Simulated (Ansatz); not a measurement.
TaN:

```
Ta N
1.0
     0.00000    2.21132    2.21132
     2.21132    0.00000    2.21132
     2.21132    2.21132    0.00000
Ta N
1 1
Cartesian
  2.2113 2.2113 2.2113
  0.0000 0.0000 0.0000
```

The cell comes from a database or a generator and needn't be the stable form of this composition.

| Property | Result |
| --- | --- |
| Program | Ansatz 0.2.0 |
| Task | relaxation of cell and atoms |
| Functional | PBE |
| Dispersion | D3(BJ) |
| Potentials or basis | all-electron LAPW, scalar-relativistic |
| Basis error allowed | 0.001 eV/atom |
| k mesh | 10 × 10 × 10 |
| Occupations | fermi-dirac, width 0.05 eV |
| Spin | no spin polarisation |

At the start: volume 10.81 Å³/atom.

How do energy, volume and symmetry change on relaxing?

Over 5 steps the energy falls by 7.3 meV/atom and the volume is 10.54 Å³/atom (-2.5 %); space group Fm-3m (No. 225, to 0.05 Å).

Step by step:
```
step  energy change (eV)  largest force (eV/Å)  volume (Å³)
   1              0.0000                0.0000        21.63
   2             -0.0119                0.0000        20.85
   3             -0.0147                0.0000        21.09
   4             -0.0147                0.0000        21.08
   5             -0.0147                0.0000        21.08
```

Final structure:
```
Ta N
1.0
     0.00000    2.19247    2.19247
     2.19247    0.00000    2.19247
     2.19247    2.19247    0.00000
Ta N
1 1
Direct
  0.50000 0.50000 0.50000
  0.00000 0.00000 0.00000
```
